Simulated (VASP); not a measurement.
# LiCl: single point with LDA

Crystal: LiCl.

```xyz
4
Lattice="3.7286 0.0000 0.0000 -1.8643 3.2291 0.0000 0.0000 0.0000 6.6750" Properties=species:S:1:pos:R:3 pbc="T T T"
Li    1.8643    1.0764    5.8474
Li    0.0000    2.1527    2.5099
Cl    1.8643    1.0764    3.3307
Cl    0.0000    2.1527    6.6682
```

Measurements of this composition are mostly on another form, of space group No. 225.

The cell isn't the ideal one: strain -0.050 along x and y, +0.050 along z, atoms carried along.

```
Program             : VASP 6.6.1
Task                : single point
Functional          : LDA
Potentials or basis : VASP PAW LDA potentials, release 64 (Li_sv, Cl)
Cutoff              : 520 eV
k mesh              : 9 × 9 × 4
Occupations         : gaussian, width 0.05 eV
Spin                : no spin polarisation
```

```yaml
Largest_force: 0.170 eV/Å
Band_gap_on_the_k_mesh: 5.54 eV, direct
```

Forces in eV/Å, atoms in the order of the input:
```
Li   0.000  0.000 -0.170
Li   0.000  0.000 -0.170
Cl   0.000  0.000  0.170
Cl   0.000  0.000  0.170
```

Levels at points of the mesh, in eV from the valence-band top:
| k point | band 7 | band 8 | band 9 | band 10 | band 11 | band 12 | band 13 | band 14 |
| --- | --- | --- | --- | --- | --- | --- | --- | --- |
| (0.00, 0.00, 0.00) | -0.22 | -0.22 | 0.00 | 0.00 | 5.54 | 8.07 | 9.33 | 10.08 |
| (0.00, 0.00, 0.50) | -0.11 | -0.11 | -0.11 | -0.11 | 6.99 | 6.99 | 9.48 | 9.48 |

Run time: 22 s on 1 thread of AMD EPYC 9R45 96-Core Processor (Zen 5) (shared host), peak memory 0.14 GiB.

Caveat: an odd mesh through Γ misses points on the zone boundary, where band edges often lie.
